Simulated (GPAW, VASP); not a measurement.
CdGeAs2: band gap by level of theory

```
CELL_PARAMETERS angstrom
-2.98887 2.98887 5.66430
2.98887 -2.98887 5.66430
2.98887 2.98887 -5.66430
ATOMIC_POSITIONS crystal
Cd 0.50000 0.50000 0.00000
Cd 0.25000 0.75000 0.50000
As 0.09622 0.12500 0.47122
As 0.37500 0.90378 0.02878
As 0.65378 0.62500 0.52878
As 0.87500 0.34622 0.97122
Ge 0.75000 0.25000 0.50000
Ge 0.00000 0.00000 0.00000
```

The cell is a database's computed one, not the measured one.

| rung | level | program and potentials | cutoff (eV) | k mesh | smearing | task | band gap (eV) | notes |
| --- | --- | --- | --- | --- | --- | --- | --- | --- |
| LDA | LDA | GPAW, the program's PAW data sets (release 1.2.1) made for this functional | 600 | 4 × 4 × 4 | fermi-dirac 0.05 | band structure | 0.04 | 6.5 valence electrons an atom on average; from the band path |
| LDA | LDA | VASP, LDA PAW files As, Cd, Ge_d, 520 eV | 520 | 6 × 6 × 6 | gaussian 0.02 | band structure | 0.02 | 9 valence electrons an atom on average; from the band path |
| GGA | PBE | GPAW, GPAW PAW data sets (gpaw-data 1.2.1) | 600 | 6 × 6 × 6 | fermi-dirac 0.05 | single point | 0.19 | 6.5 valence electrons an atom on average; far from this level's other runs, on another mesh |
| GGA | PBE | GPAW, GPAW PAW data sets (gpaw-data 1.2.1) | 600 | 4 × 4 × 4 | fermi-dirac 0.05 | band structure | 0.04 | 6.5 valence electrons an atom on average; from the band path |
| GGA | PBE | VASP, PBE PAW files As, Cd, Ge_d, 520 eV | 520 | 6 × 6 × 6 | gaussian 0.02 | band structure | 0.02 | 9 valence electrons an atom on average; from the band path |
| GGA | PBEsol | GPAW, PAW data sets generated for this functional | 600 | 4 × 4 × 4 | fermi-dirac 0.05 | band structure | 0.04 | 6.5 valence electrons an atom on average; from the band path |
| GGA | PBEsol | VASP, PBE PAW files As, Cd, Ge_d, 520 eV | 520 | 6 × 6 × 6 | gaussian 0.02 | band structure | 0.02 | potentials made for PBE; 9 valence electrons an atom on average; from the band path |
| meta-GGA | r2SCAN | VASP, PBE PAW files As, Cd, Ge_d, 520 eV | 520 | 6 × 6 × 6 | gaussian 0.02 | band structure | 0.08 | potentials made for PBE; 9 valence electrons an atom on average |
| model potential | TB-mBJ | VASP, PBE PAW files As, Cd, Ge_d, 520 eV | 520 | 6 × 6 × 6 | gaussian 0.02 | band structure | 0.54 | potentials made for PBE; 9 valence electrons an atom on average |

All rows: no spin polarisation. Gaps are the least found on the k mesh or the band path, and a mesh can miss the band edges. Smearing widths are in eV. Meshes differ between rows, which moves values too. All levels ran on this one cell, unrelaxed unless noted. Meshes are those of the run's cell of 8 atoms unless a note names another. Runs on faulty files, with rough fits or with known faults for this quantity aren't shown. No row holds spin-orbit coupling.

By rung: LDA 0.02 to 0.04; GGA 0.02 to 0.19; meta-GGA 0.08; model potential 0.54 (eV).
